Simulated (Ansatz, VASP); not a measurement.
# Cross-check of Cs (ladder Cs chain) between VASP and Ansatz, part 2 of 2

Wanted: the spread between two codes on one cell, functional and k mesh. The structure shown is the start of the Ansatz relaxation below; VASP solves that cell, so the two are compared at the walk's first step. Other levels of theory on this material are compared in a session of their own.

VASP 6.6.1 and Ansatz 0.2.0.

So far: The structure; Ansatz: relaxation, RPBE.

## Step 3: VASP: single point, RPBE, start cell

Level of this step: RPBE, zero-moment start; plane waves and PAW (Cs_sv) (VASP).

The same cell, functional, mesh and smearing now go to VASP, with its own data sets.

Lines of VASP's logs that name or quote its potential files are left out, and so is its time.

Input file INCAR:

```
SYSTEM = Cs
PREC = Accurate
ENCUT = 400
EDIFF = 1E-06
NELM = 200
ISMEAR = -1
SIGMA = 0.05
LREAL = .FALSE.
ALGO = Normal
GGA = RP
NBANDS = 16
ISPIN = 2
MAGMOM = -0 -0
LORBIT = 11
LWAVE = .FALSE.
LCHARG = .FALSE.
ISIF = 2
LASPH = .TRUE.
GGA_COMPAT = .FALSE.
KPAR = 2
```

Input file POSCAR:

```
Cs
1.0
   13.5000000000      0.0000000000      0.0000000000
    0.0000000000     12.0000000000      0.0000000000
    0.0000000000      0.0000000000      4.7750800000
Cs
2
Direct
    0.3489007407      0.5000000000      0.0000000000
    0.6510992593      0.5000000000      0.5000000000
```

Input file KPOINTS:

```
Automatic mesh
0
Gamma
1 1 17
0 0 0
```

The projector-augmented-wave data sets are Cs_sv (PBE family, release 64).

Started as:

```
$ mpirun -np 2 vasp_std
```

Numbers of over 12 decimals in the logs are rounded to 6 here.

The log of the run:

```text
[banner, memory and clock lines left out]
running    2 mpi-ranks, on    1 nodes
 distrk:  each k-point on    1 cores,    2 groups
 distr:  one band on    1 cores,    1 groups

 POSCAR found type information on POSCAR Cs
 POSCAR found :  1 types and       2 ions
|                                                                             |
|               ----> ADVICE to this user running VASP <----                  |
|                                                                             |
|     You enforced a specific xc type in the INCAR file but a different       |
|     [... a line on the potential file left out ...]
|     I HOPE YOU KNOW WHAT YOU ARE DOING!                                     |
|                                                                             |

 LDA part: xc-table for (Slater+PW92), standard interpolation
 POSCAR, INCAR and KPOINTS ok, starting setup
 FFT: planning ... GRIDC
 FFT: planning ... GRID_SOFT
 FFT: planning ... GRID
 WAVECAR not read
 entering main loop
       N       E                     dE             d eps       ncg     rms          rms(c)
DAV:   1     0.122777958741E+03    0.12278E+03   -0.46153E+03   704   0.558E+02
DAV:   2     0.218978434258E+02   -0.10088E+03   -0.97868E+02   896   0.118E+02
DAV:   3     0.100914572400E+00   -0.21797E+02   -0.21716E+02   768   0.557E+01
DAV:   4    -0.863929241422E+00   -0.96484E+00   -0.96473E+00   792   0.134E+01
DAV:   5    -0.872073733845E+00   -0.81445E-02   -0.81444E-02   832   0.139E+00    0.598E-01
DAV:   6    -0.843310062216E+00    0.28764E-01   -0.56268E-02   720   0.941E-01    0.402E-01
DAV:   7    -0.822796143726E+00    0.20514E-01   -0.13428E-01   760   0.122E+00    0.164E-01
DAV:   8    -0.822860172268E+00   -0.64029E-04   -0.91605E-03   760   0.512E-01    0.798E-02
DAV:   9    -0.822702024569E+00    0.15815E-03   -0.78253E-03   760   0.264E-01    0.709E-02
DAV:  10    -0.823493882252E+00   -0.79186E-03   -0.16520E-03   608   0.147E-01    0.284E-02
DAV:  11    -0.823362734884E+00    0.13115E-03   -0.10805E-03   632   0.113E-01    0.215E-02
DAV:  12    -0.823446850946E+00   -0.84116E-04   -0.27102E-04   632   0.491E-02    0.139E-02
DAV:  13    -0.823630299415E+00   -0.18345E-03   -0.61711E-04   576   0.831E-02    0.759E-03
DAV:  14    -0.823719272655E+00   -0.88973E-04   -0.29103E-04   592   0.636E-02    0.435E-03
DAV:  15    -0.823743553808E+00   -0.24281E-04   -0.54351E-04   576   0.976E-02    0.283E-03
DAV:  16    -0.823724501663E+00    0.19052E-04   -0.59091E-04   432   0.104E-01    0.201E-03
DAV:  17    -0.823977311245E+00   -0.25281E-03   -0.16381E-03   576   0.169E-01    0.125E-03
DAV:  18    -0.823676201092E+00    0.30111E-03   -0.11832E-03   576   0.141E-01    0.890E-04
DAV:  19    -0.823674500007E+00    0.17011E-05   -0.14679E-04   432   0.456E-02    0.688E-04
DAV:  20    -0.823698746589E+00   -0.24247E-04   -0.26368E-04   432   0.595E-02    0.426E-04
DAV:  21    -0.823666840025E+00    0.31907E-04   -0.17885E-04   432   0.477E-02    0.217E-04
DAV:  22    -0.823663610517E+00    0.32295E-05   -0.24461E-05   448   0.176E-02    0.179E-04
DAV:  23    -0.823663334173E+00    0.27634E-06   -0.69532E-06   448   0.101E-02
   1 F= -.82366333E+00 E0= -.81393228E+00  d E =-.194621E-01  mag=    -0.0000
```

Parts of OUTCAR (step 3):

```text
ion  position               nearest neighbor table
   1  0.349  0.500  0.000-
   2  0.651  0.500  0.500-

  LATTYP: Found a simple orthorhombic cell.
 ALAT       =     4.7750800000
 B/A-ratio  =     2.5130469018
 C/A-ratio  =     2.8271777646

 Subroutine GETGRP returns: Found  8 space group operations
 (whereof  4 operations were pure point group operations)

The static configuration has the point symmetry C_2v.
 The point group associated with its full space group is D_2h.

 Found      9 irreducible k-points:

   k-points           NKPTS =      9   k-points in BZ     NKDIM =      9   number of bands    NBANDS=     16

   dimension x,y,z NGX =    90 NGY =   80 NGZ =   32
   dimension x,y,z NGXF=   180 NGYF=  160 NGZF=   64

   ENCUT  =  400.0 eV  29.40 Ry    5.42 a.u.  22.02 19.57  7.79*2*pi/ulx,y,z

   NELECT =      18.0000    total number of electrons

 k-points in reciprocal lattice and weights: Automatic mesh
   0.00000000  0.00000000  0.00000000       0.059
   0.00000000  0.00000000  0.05882353       0.118
   0.00000000  0.00000000  0.11764706       0.118
   0.00000000  0.00000000  0.17647059       0.118
   0.00000000  0.00000000  0.23529412       0.118
   0.00000000  0.00000000  0.29411765       0.118
   0.00000000  0.00000000  0.35294118       0.118
   0.00000000  0.00000000  0.41176471       0.118
   0.00000000  0.00000000  0.47058824       0.118

 average (electrostatic) potential at core
       1 -55.1695       2 -55.1695

 E-fermi :  -1.0269

 spin component 1
 k-point     1 :       0.0000    0.0000    0.0000
  band No.  band energies     occupation
    ...
      6     -12.0909      1.00000
      7     -12.0286      1.00000
      8     -11.9832      1.00000
      9      -2.1403      1.00000
     10      -1.2379      0.98551
     11      -0.4384      0.00001
     12      -0.3016      0.00000
     13      -0.0713      0.00000
     14       0.1790      0.00000
     15       0.2017      0.00000
    ...

 k-point     2 :       0.0000    0.0000    0.0588
  band No.  band energies     occupation
    ...
      6     -12.0941      1.00000
      7     -12.0343      1.00000
      8     -11.9918      1.00000
      9      -2.1041      1.00000
     10      -1.1967      0.96759
     11      -0.4294      0.00001
     12      -0.2864      0.00000
     13      -0.0449      0.00000
     14       0.1991      0.00000
     15       0.2152      0.00000
    ...

 k-point     3 :       0.0000    0.0000    0.1176
  band No.  band energies     occupation
    ...
      6     -12.1056      1.00000
      7     -12.0482      1.00000
      8     -12.0161      1.00000
      9      -1.9984      1.00000
     10      -1.0774      0.73315
     11      -0.4036      0.00000
     12      -0.2440      0.00000
     13       0.0332      0.00000
     14       0.2455      0.00000
     15       0.2592      0.00000
    ...

 k-point     4 :       0.0000    0.0000    0.1765
  band No.  band energies     occupation
    ...
      5     -12.1693      1.00000
      6     -12.1301      1.00000
      7     -12.0622      1.00000
      8     -12.0515      1.00000
      9      -1.8307      1.00000
     10      -0.8927      0.06396
     11      -0.3644      0.00000
     12      -0.1832      0.00000
     13       0.1586      0.00000
     14       0.2607      0.00000
    ...

 k-point     5 :       0.0000    0.0000    0.2353
  band No.  band energies     occupation
    ...
      5     -12.1662      1.00000
      6     -12.1660      1.00000
      7     -12.0909      1.00000
      8     -12.0731      1.00000
      9      -1.6120      0.99999
     10      -0.6644      0.00071
     11      -0.3170      0.00000
     12      -0.1190      0.00000
     13       0.2299      0.00000
     14       0.3224      0.00000
    ...

 k-point     6 :       0.0000    0.0000    0.2941
  band No.  band energies     occupation
    ...
      5     -12.1813      1.00000
      6     -12.1632      1.00000
      7     -12.1245      1.00000
      8     -12.0829      1.00000
      9      -1.3557      0.99861
     10      -0.4302      0.00001
     11      -0.2664      0.00000
     12      -0.0673      0.00000
     13       0.1745      0.00000
     14       0.2585      0.00000
    ...

  Total        1.0881216     -0.1478279      1.6295117      0.0000000      0.0000000      0.0000000
  in kB        2.2536805     -0.3061762      3.3749892      0.0000000      0.0000000      0.0000000
  external PRESSURE =       1.7741645 kB  Pullay stress =       0.0000000 kB

  energy-cutoff  :      400.00
  volume of cell :      773.56
      direct lattice vectors                 reciprocal lattice vectors
    13.500000000  0.000000000  0.000000000     0.074074074  0.000000000  0.000000000
     0.000000000 12.000000000  0.000000000     0.000000000  0.083333333  0.000000000
     0.000000000  0.000000000  4.775080000     0.000000000  0.000000000  0.209420575

 POSITION                                       TOTAL-FORCE (eV/Angst)
 -----------------------------------------------------------------------------------
      4.71016      6.00000      0.00000        -0.270818      0.000000      0.000000
      8.78984      6.00000      2.38754         0.270818      0.000000      0.000000
 -----------------------------------------------------------------------------------
    total drift:                                0.000000     -0.000000      0.000000

  FREE ENERGIE OF THE ION-ELECTRON SYSTEM (eV)
  ---------------------------------------------------
  free  energy   TOTEN  =        -0.8236633342 eV

  energy  without entropy=       -0.8042012175  energy(sigma->0) =       -0.81393228

 total charge
# of ion       s       p       d       tot
------------------------------------------
    1        1.873   4.688   0.011   6.572
    2        1.873   4.688   0.011   6.572
--------------------------------------------------
tot          3.746   9.377   0.021  13.144

 magnetization (x)
# of ion       s       p       d       tot
------------------------------------------
    1       -0.000  -0.000   0.000  -0.000
    2       -0.000  -0.000   0.000  -0.000
--------------------------------------------------
tot         -0.000  -0.000   0.000  -0.000

[... 6 further parts left out ...]
```

## Step 4: Differences

Known differences besides the potentials themselves: the cutoff is 420 eV in Ansatz and 400 eV in VASP; Ansatz makes its cores anew for this functional, VASP keeps those of its PBE data sets. Total energies have different zeros and are not compared.

Forces (eV/Å; atoms numbered as in POSCAR):

```tsv
atom	Ansatz x, y, z	VASP x, y, z
Cs1	-0.270, 0.000, 0.000	-0.271, 0.000, 0.000
Cs2	0.270, 0.000, 0.000	0.271, 0.000, 0.000
```

The forces differ by 0.3 meV/Å r.m.s., which is 0.2 % of the r.m.s. force of 0.156 eV/Å (both taken over all components). Moments aren't recorded for both runs of this pair, so they may hold unlike magnetic states.

## Step 5: What came out

```
r.m.s. force difference (single point, RPBE, start cell) : 0.33 meV/Å
```

In words: The r.m.s. force difference is 0.33 meV/Å (single point, RPBE, start cell), within the 12 meV/Å picked in this series as the mark of a large difference. 7 further runs of this series are not shown here. How closely two codes agree says nothing of how well the functional describes the real material.

[Lines on the potential files, build, host, timing and source positions are cut from VASP's logs without a mark.]

[Logs are printed without paths, hosts, clocks, repeated set-up lines and the standing remarks that a program may print on its own settings, such as how far it seeks lower states.]

[Hosts, paths, dates, database ids (printed as entryN), source tags and the programs' standing remarks are cut or masked in the printed files.]
